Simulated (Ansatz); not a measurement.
# Pd (Fm-3m) in Ansatz: settings compared

The runs below take Pd through relaxation of cell and atoms, with RPBE, PBEsol, BLYP.

Everything below comes from runs of Ansatz 0.2.0. Logs are shortened: lines on timing, memory, paths and dates and some standing lists are left out, and cuts for length are marked.

**1. Starting point**

Symmetry: Fm-3m, No. 225, cubic system. Conventional cell: a = 3.893 Å, b = 3.893 Å, c = 3.893 Å, α = 90.00°, β = 90.00°, γ = 90.00°. Around Pd (site symmetry m-3m) lie 12 Pd at 2.75 Å.

**2. Relaxation of cell and atoms, RPBE**

Contents of input.yaml:

```yaml
crystal:
  lattice:
    - [0.0, 1.9465, 1.9465]
    - [1.9465, 0.0, 1.9465]
    - [1.9465, 1.9465, 0.0]
  atoms:
    - { symbol: Pd, position: [0.0, 0.0, 0.0] }
kpoints:
  mp_grid: { grid: [12, 12, 12] }
scf:
  occupations: { method: fermi_dirac, width: 0.05 }
hamiltonian:
  xc: rpbe
  pseudopotentials: { kind: all_electron, lapw: { basis_error: 0.001 } }
output:
  forces: true
  stress: true
relax:
  f_tol: 0.005
  max_steps: 60
  cell: {}
```

Potentials or basis: all-electron LAPW, scalar-relativistic.

Started as:

```console
$ ansatz run input.yaml --threads 1 --pin off --max-ram 3072MiB --backend cpu --events-out ev --progress --plain --runs-dir out
```

Output:

```text
Warning: RAYON_NUM_THREADS=1 ignored (pool sized by the plan → 1); use --threads N
The last accepted step is kept in <dir> (removed where the run ends without a failure and the disk answers)
LAPW: plane waves up to 8.655 Å⁻¹, error target 1.0e-3 eV per atom; small_component_spin mean_spin; Pd in spheres of 1.335 Å, 28 of its electrons in bands, Dirac shells [] (how accurate: hamiltonian.pseudopotentials.lapw.basis_error, Limitations)
Engine: ansatz 0.2.0, x86_64-unknown-linux-gnu
Pseudopotentials: kind: all_electron
Pseudopotential: Pd, LAPW, valence charge 28, lapw/all_electron/scalar/gaussian/Pd, Koelling and Harmon's equation, gaussian nucleus
Functional definition: RPBE
  parameter kappa = 0.804
  parameter beta = 0.06672455060314922
  exchange = rpbe_x(kappa = kappa, mu = beta*pi^2/3)
  correlation = pbe_c(beta = beta)
Crystal: 1 atoms, lattice volume = 14.750 Å³
Basis set: ecut = 285.3707068562909 eV, 169 PW (Γ), exchange–correlation at level 2
Bands: 18, of which v1, the nominal top of the filled ones, is band 14 counted from 1 (13 counted from 0)
Symmetry: 48 space group operations
Space group: Fm-3m (ITA 225), of the structure as read, at distance tolerance 2.5e-5 Å
k-points: 72 of 1728
Non-local potential: Pd, projectors of the file, none
Initial density: superposition of atomic densities (chi_scale 0.1, normalization cell)
Initial wavefunctions: plane waves of lowest kinetic energy (no species holds an atomic orbital)
Functional: x = rpbe, c = pbe(β = 0.06672455060314922)
iter 1 solved again at ethr=1.05e-3 eV; its pass at ethr=1.00e-1 eV (dr2=2.94e-1 eV) is discarded
SCF iter   1: F=—  HF=-137315.212609 eV  |F-HF|=—  |Δ(HF+E_count)|=         —  Δρ=5.79e-2  dr2=2.95e-1  ethr=1.05e-3  ⟨swp⟩=2.2  Hψ=8199  notcnv=0
preconditioner: auto → LDOS  [metal: Δε(μ)=0.010 eV  Ē_g=13.633 eV  σ=0.050 eV  W_gap=0.05  n_scr=8 (ndim 8)  ℏωp=30.6 eV  f_vac=0.010  D(μ)=2.22/eV (n_scr^D=26)  β→1.0]
SCF iter   2: F=—  HF=-137315.796929 eV  |F-HF|=—  |Δ(HF+E_count)|=   5.84e-1  Δρ=3.44e-2  dr2=1.09e-1  ethr=1.05e-3  ⟨swp⟩=3.0  Hψ=3988  notcnv=0
preconditioner: auto → none  [metal: Δε(μ)=0.017 eV  Ē_g=15.239 eV  σ=0.050 eV  W_gap=0.08  n_scr=8 (ndim 8)  ℏωp=30.6 eV  f_vac=0.000  D(μ)=2.54/eV (n_scr^D=50)  β→0.5]
iter 3 solved again at ethr=8.21e-6 eV; its pass at ethr=3.90e-4 eV (dr2=2.30e-3 eV) is discarded
SCF iter   3: F=—  HF=-137314.399484 eV  |F-HF|=—  |Δ(HF+E_count)|=    1.40e0  Δρ=6.89e-3  dr2=2.30e-3  ethr=8.21e-6  ⟨swp⟩=2.0  Hψ=6524  notcnv=0
SCF iter   4: F=—  HF=-137314.385449 eV  |F-HF|=—  |Δ(HF+E_count)|=         —  Δρ=9.42e-4  dr2=3.87e-5  ethr=8.21e-6  ⟨swp⟩=3.0  Hψ=4190  notcnv=0
the basis was enlarged: its passes take 261.1 KiB over the memory plan, 1 of 1 planned eigensolver slots
SCF iter   5: F=—  HF=-137314.385003 eV  |F-HF|=—  |Δ(HF+E_count)|=   4.46e-4  Δρ=3.30e-4  dr2=8.64e-6  ethr=1.38e-7  ⟨swp⟩=3.0  Hψ=4009  notcnv=0
SCF iter   6: F=—  HF=-137314.384994 eV  |F-HF|=—  |Δ(HF+E_count)|=   8.89e-6  Δρ=1.02e-5  dr2=3.86e-9  ethr=3.09e-8  ⟨swp⟩=2.1  Hψ=3634  notcnv=0
[... 39 lines left out ...]
Crystal: 1 atoms, lattice volume = 15.740 Å³
Basis set: ecut = 273.2712379205207 eV, 169 PW (Γ), exchange–correlation at level 2
iter 1 solved again at ethr=1.10e-11 eV; its pass at ethr=1.00e-1 eV (dr2=3.08e-9 eV) is discarded
SCF iter   1: F=—  HF=-137314.418406 eV  |F-HF|=—  |Δ(HF+E_count)|=         —  Δρ=3.22e-6  dr2=7.67e-10  ethr=1.10e-11  ⟨swp⟩=6.0  Hψ=7650  notcnv=0
preconditioner: auto → none  [metal: Δε(μ)=0.001 eV  Ē_g=13.727 eV  σ=0.050 eV  W_gap=0.00  n_scr=8 (ndim 8)  ℏωp=29.6 eV  f_vac=0.000  D(μ)=2.65/eV (n_scr^D=58)]
SCF iter   2: F=-137314.418406 eV  HF=-137314.418407 eV  |F-HF|=4.40e-8  |Δ(HF+E_count)|=   3.32e-7  Δρ=7.19e-6  dr2=5.34e-9  ethr=4.12e-12 (applied; sched 2.74e-12)  ⟨swp⟩=3.0  Hψ=4070  notcnv=0
SCF 5 converged in 2 iterations: F = -137314.418406 eV  dr2 = 5.34e-9
relax step   5: F+E_penalty+E_count = -137314.41840648 eV  Δ(F+E_penalty+E_count) = -1.543e-6 eV  max|allowed force component| = 0.000e0 eV/Å  Δτ_max = 0.0000 Å  P = -0.002 GPa  Ω = 15.740 Å³  (2 SCF iters, accepted)
iter 1 solved again at ethr=2.04e-11 eV; its pass at ethr=1.00e-1 eV (dr2=5.72e-9 eV) is discarded
SCF iter   1: F=—  HF=-137314.418405 eV  |F-HF|=—  |Δ(HF+E_count)|=         —  Δρ=7.15e-6  dr2=5.30e-9  ethr=2.04e-11  ⟨swp⟩=7.4  Hψ=9438  notcnv=0  reapply=33
preconditioner: auto → none  [metal: Δε(μ)=0.001 eV  Ē_g=13.728 eV  σ=0.050 eV  W_gap=0.00  n_scr=8 (ndim 8)  ℏωp=29.6 eV  f_vac=0.000  D(μ)=2.65/eV (n_scr^D=58)]
iter 2 solved again at ethr=1.00e-12 eV; its pass at ethr=1.89e-11 eV (dr2=5.26e-11 eV) is discarded
SCF iter   2: F=-137314.418405 eV  HF=-137314.418405 eV  |F-HF|=1.12e-8  |Δ(HF+E_count)|=   3.58e-7  Δρ=8.26e-7  dr2=5.28e-11  ethr=2.50e-12 (applied; sched 1.00e-12)  ⟨swp⟩=2.0  Hψ=6395  notcnv=0
SCF 6 converged in 2 iterations: F = -137314.418405 eV  dr2 = 5.28e-11
relax step   6: F+E_penalty+E_count = -137314.41840543 eV  Δ(F+E_penalty+E_count) = +1.050e-6 eV  max|allowed force component| = 0.000e0 eV/Å  Δτ_max = 0.0000 Å  P = -0.001 GPa  Ω = 15.740 Å³  stress off target by 1.06e-3 GPa  SCF on the basis re-selected at this cell (its energy is not comparable with the rows above)  (2 SCF iters)
basis re-selected at this cell: Δ(F+E_penalty+E_count) = +1.050e-6 eV, ΔP = +0.001 GPa vs the last step (what re-selecting the basis moved, after the strain that the cell walked since its last selection, with what the two solves' SCF thresholds leave and, on support functions, any second-order correction that the steps lacked; it is no measure of the basis error at this ecutwfc). This SCF's stress stands 1.06e-3 GPa from its target on what of the cell is left free (relax.cell.stress_tol is 5.00e-2 GPa) and its largest allowed force component is 0.00e0 eV/Å (relax.f_tol is 5.00e-3 eV/Å): within both
SCF converged after 2 iterations
Free energy (F): -137314.418405 eV
Harris-Foulkes:  -137314.418405 eV  (|F-HF|=1.12e-8)
Internal energy: -137314.397258 eV  (E = F + TS)
E sigma→0 (E₀):  -137314.407832 eV
Entropy (-TS):   -0.021147 eV (-21.147 meV/atom)
Fermi energy:    19.791806 eV
--- Per-component energies (eV) ---
  E_band       = -3175.301767
  E_kinetic    = 143305.160603
  E_xc         = -3930.299081
  E_electrostatic = -276689.258780  (all electrons and nuclei)
  E_smearing   = -0.021147  (= −TS)
  E_closure    = 0.000000  (closes the sum)
  E_atoms      = -137311.315284  (free atoms, spherical and without spin; not in F)
  Σ components = -137314.418405   (vs F -137314.418405, Δ=0.00e0)
  Basis errors (estimates in eV, not in F): energy 2.4e-4 per atom: plane waves 2.1e-4 (1.1e-4 summed), levels above the bands 1.3e-98, relativity 1.0e-7, radial functions 3.3e-5, core shells 7.1e-8; eigenvalues (radial functions only) 2.3e-6; not estimated: angular momenta, meshes, grids; target (lapw.basis_error) 1.0e-3; muffin-tin radii Pd 1.364 Å
--- Forces (eV/Å), atoms counted from 1 ---
  atom   1  Pd    -0.00000000    -0.00000000    -0.00000000
  max |Σ_I F_I| component: 4.11e-32 eV/Å
--- Stress (GPa, compression-positive) ---
       -0.001063      -0.000000      -0.000000
       -0.000000      -0.001063      -0.000000
       -0.000000      -0.000000      -0.001063
  P = ⅓ Tr σ = -0.0011 GPa (-0.011 kbar)
--- Relaxed structure (5 steps of the walk, 5 accepted, 1 SCFs on fresh bases) ---
  F+E_penalty+E_count = -137314.41840543 eV   max|allowed force component| = 0.000e0 eV/Å   (the final SCF, on the basis selected at the relaxed cell)
  cell:  # Å, volume = 15.7404 Å³
    - [-3.085088535542252e-34, 1.9891253008231808, 1.9891253008231808]
    - [1.9891253008231808, 2.7905123398904753e-34, 1.9891253008231808]
    - [1.9891253008231808, 1.9891253008231808, 1.8311493243218528e-34]
  atoms:
    - { symbol: Pd, position: [0.0, 0.0, 0.0] }
```

It took 15 s on 1 thread of Intel Xeon 6975P-C (Granite Rapids), shared host; peak memory 0.32 GiB.

Results:

```
Free energy                            : -137314.4184 eV
Relaxed volume                         : 15.74 Å³/atom
Relaxed cell                           : a = 2.813 Å, b = 2.813 Å, c = 2.813 Å, α = 60.00°, β = 60.00°, γ = 60.00°
Space group after relaxing (to 0.05 Å) : Fm-3m (No. 225)
Energy gained by relaxing              : 33.4 meV/atom
Ionic steps                            : 6
Pressure after relaxing                : 0.0 GPa
```

The path:
| step | energy change (eV) | largest force (eV/Å) | volume (Å³) |
| --- | --- | --- | --- |
| 1 | 0.0000 | 0.0000 | 14.75 |
| 2 | -0.0240 | 0.0000 | 16.33 |
| 3 | -0.0332 | 0.0000 | 15.82 |
| 4 | -0.0334 | 0.0000 | 15.73 |
| 5 | -0.0334 | 0.0000 | 15.74 |
| 6 | -0.0334 | 0.0000 | 15.74 |

Final structure:
```yaml
crystal:
  lattice:
    - [0.00000, 1.98913, 1.98913]
    - [1.98913, 0.00000, 1.98913]
    - [1.98913, 1.98913, 0.00000]
  atoms:
    - { symbol: Pd, position: [0.00000, 0.00000, 0.00000] }
```

RPBE and its kin give volumes clearly too large for solids. Zero-point motion and thermal expansion aren't in these numbers.

**3. Relaxation of cell and atoms, PBEsol**

input.yaml, as its differences from that of step 2:

```diff
@@ -12,3 +12,3 @@
 hamiltonian:
-  xc: rpbe
+  xc: pbesol
   pseudopotentials: { kind: all_electron, lapw: { basis_error: 0.001 } }
```

Potentials or basis: all-electron LAPW, scalar-relativistic.

Started as:

```console
$ ansatz run input.yaml --threads 1 --pin off --max-ram 3072MiB --backend cpu --events-out ev --progress --plain --runs-dir out
```

It took 11 s on 1 thread of Intel Xeon 6975P-C (Granite Rapids), shared host; peak memory 0.32 GiB.

It converged, with:

* Free energy: -137240.5072 eV
* Relaxed volume: 14.53 Å³/atom
* Relaxed cell: a = 2.739 Å, b = 2.739 Å, c = 2.739 Å, α = 60.00°, β = 60.00°, γ = 60.00°
* Space group after relaxing (to 0.05 Å): Fm-3m (No. 225)
* Energy gained by relaxing: 2.1 meV/atom
* Ionic steps: 5
* Pressure after relaxing: 0.0 GPa

The path:
```tsv
step	energy change (eV)	largest force (eV/Å)	volume (Å³)
1	0.0000	0.0000	14.75
2	-0.0008	0.0000	14.36
3	-0.0021	0.0000	14.54
4	-0.0021	0.0000	14.53
5	-0.0021	0.0000	14.53
```

Final structure:
```cif
data_structure
_symmetry_space_group_name_H-M 'P 1'
_symmetry_Int_Tables_number 1
_cell_length_a 2.7390
_cell_length_b 2.7390
_cell_length_c 2.7390
_cell_angle_alpha 60.000
_cell_angle_beta 60.000
_cell_angle_gamma 60.000
_cell_volume 14.53
loop_
_atom_site_label
_atom_site_type_symbol
_atom_site_fract_x
_atom_site_fract_y
_atom_site_fract_z
_atom_site_occupancy
Pd1 Pd 0.00000 0.00000 0.00000 1
```

**4. Relaxation of cell and atoms, BLYP**

input.yaml, as its differences from that of step 3:

```diff
@@ -12,3 +12,3 @@
 hamiltonian:
-  xc: pbesol
+  xc: blyp
   pseudopotentials: { kind: all_electron, lapw: { basis_error: 0.001 } }
```

Potentials or basis: all-electron LAPW, scalar-relativistic.

Started as:

```console
$ ansatz run input.yaml --threads 1 --pin off --max-ram 3072MiB --backend cpu --events-out ev --progress --plain --runs-dir out
```

Output:

```text
Warning: RAYON_NUM_THREADS=1 ignored (pool sized by the plan → 1); use --threads N
The last accepted step is kept in <dir> (removed where the run ends without a failure and the disk answers)
LAPW: plane waves up to 8.646 Å⁻¹, error target 1.0e-3 eV per atom; small_component_spin mean_spin; Pd in spheres of 1.335 Å, 28 of its electrons in bands, Dirac shells [] (how accurate: hamiltonian.pseudopotentials.lapw.basis_error, Limitations)
Engine: ansatz 0.2.0, x86_64-unknown-linux-gnu
Pseudopotentials: kind: all_electron
Pseudopotential: Pd, LAPW, valence charge 28, lapw/all_electron/scalar/gaussian/Pd, Koelling and Harmon's equation, gaussian nucleus
Functional definition: BLYP
  parameter beta = 0.0042
  parameter a = 0.04918
  parameter b = 0.132
  parameter c = 0.2533
  parameter d = 0.349
  exchange = b88_x(beta = beta)
  correlation = lyp_c(a = a, b = b, c = c, d = d)
Crystal: 1 atoms, lattice volume = 14.750 Å³
Basis set: ecut = 284.7941191303364 eV, 169 PW (Γ), exchange–correlation at level 2
Bands: 18, of which v1, the nominal top of the filled ones, is band 14 counted from 1 (13 counted from 0)
Symmetry: 48 space group operations
[... 73 lines left out ...]
E sigma→0 (E₀):  -137321.430716 eV
Entropy (-TS):   -0.022192 eV (-22.192 meV/atom)
Fermi energy:    19.224824 eV
--- Per-component energies (eV) ---
  E_band       = -3187.889807
  E_kinetic    = 143319.540085
  E_xc         = -3937.285714
  E_electrostatic = -276703.673992  (all electrons and nuclei)
  E_smearing   = -0.022192  (= −TS)
  E_closure    = 0.000000  (closes the sum)
  E_atoms      = -137318.428675  (free atoms, spherical and without spin; not in F)
  Σ components = -137321.441812   (vs F -137321.441812, Δ=0.00e0)
  Basis errors (estimates in eV, not in F): energy 2.2e-4 per atom: plane waves 1.9e-4 (1.0e-4 summed), levels above the bands 1.0e-98, relativity 7.8e-8, radial functions 3.1e-5, core shells 4.9e-8; eigenvalues (radial functions only) 2.1e-6; not estimated: angular momenta, meshes, grids; target (lapw.basis_error) 1.0e-3; muffin-tin radii Pd 1.381 Å
--- Forces (eV/Å), atoms counted from 1 ---
  atom   1  Pd     0.00000000    -0.00000000    -0.00000000
  max |Σ_I F_I| component: 8.22e-32 eV/Å
--- Stress (GPa, compression-positive) ---
       -0.000024      -0.000000      -0.000000
       -0.000000      -0.000024      -0.000000
       -0.000000      -0.000000      -0.000024
  P = ⅓ Tr σ = -0.0000 GPa (-0.000 kbar)
--- Relaxed structure (5 steps of the walk, 5 accepted, 1 SCFs on fresh bases) ---
  F+E_penalty+E_count = -137321.44181224 eV   max|allowed force component| = 0.000e0 eV/Å   (the final SCF, on the basis selected at the relaxed cell)
  cell:  # Å, volume = 16.3104 Å³
    - [8.61834403003401e-34, 2.012850994395946, 2.012850994395946]
    - [2.012850994395946, 1.23801618086568e-33, 2.012850994395946]
    - [2.012850994395946, 2.012850994395946, 2.862166009103069e-34]
  atoms:
    - { symbol: Pd, position: [0.0, 0.0, 0.0] }
```

Wall time 15 s (1 thread of Intel Xeon 6975P-C (Granite Rapids), shared host); peak memory 0.32 GiB.

Results:

| Item | Value |
| --- | --- |
| Free energy | -137321.4418 eV |
| Relaxed volume | 16.31 Å³/atom |
| Relaxed cell | a = 2.847 Å, b = 2.847 Å, c = 2.847 Å, α = 60.00°, β = 60.00°, γ = 60.00° |
| Space group after relaxing (to 0.05 Å) | Fm-3m (No. 225) |
| Energy gained by relaxing | 78.8 meV/atom |
| Ionic steps | 6 |
| Pressure after relaxing | 0.0 GPa |

The path:
| step | energy change (eV) | largest force (eV/Å) | volume (Å³) |
| --- | --- | --- | --- |
| 1 | 0.0000 | 0.0000 | 14.75 |
| 2 | -0.0669 | 0.0000 | 17.02 |
| 3 | -0.0782 | 0.0000 | 16.46 |
| 4 | -0.0788 | 0.0000 | 16.29 |
| 5 | -0.0788 | 0.0000 | 16.31 |
| 6 | -0.0788 | 0.0000 | 16.31 |

Final structure:
```cif
data_structure
_symmetry_space_group_name_H-M 'P 1'
_symmetry_Int_Tables_number 1
_cell_length_a 2.8466
_cell_length_b 2.8466
_cell_length_c 2.8466
_cell_angle_alpha 60.000
_cell_angle_beta 60.000
_cell_angle_gamma 60.000
_cell_volume 16.31
loop_
_atom_site_label
_atom_site_type_symbol
_atom_site_fract_x
_atom_site_fract_y
_atom_site_fract_z
_atom_site_occupancy
Pd1 Pd 0.00000 0.00000 0.00000 1
```

Caveat: the volume moved by +11 % from the deposited cell, more than functionals usually miss.

**5. The runs side by side**

```csv
level,pressure (GPa),relaxed volume (Å³/atom)
RPBE,0.0,15.74
PBEsol,0.0,14.53
BLYP,0.0,16.31
```

Alike in all rows: task relaxation of cell and atoms; potentials or basis all-electron LAPW, scalar-relativistic; no spin polarisation; cell relaxed; k mesh 12 × 12 × 12; smearing fermi-dirac 0.05 eV; basis error allowed 0.001 eV/atom.

Caveats: the volume moved by +11 % from the deposited cell, more than functionals usually miss (some runs).

Compare energies only between runs with the same functional and basis.
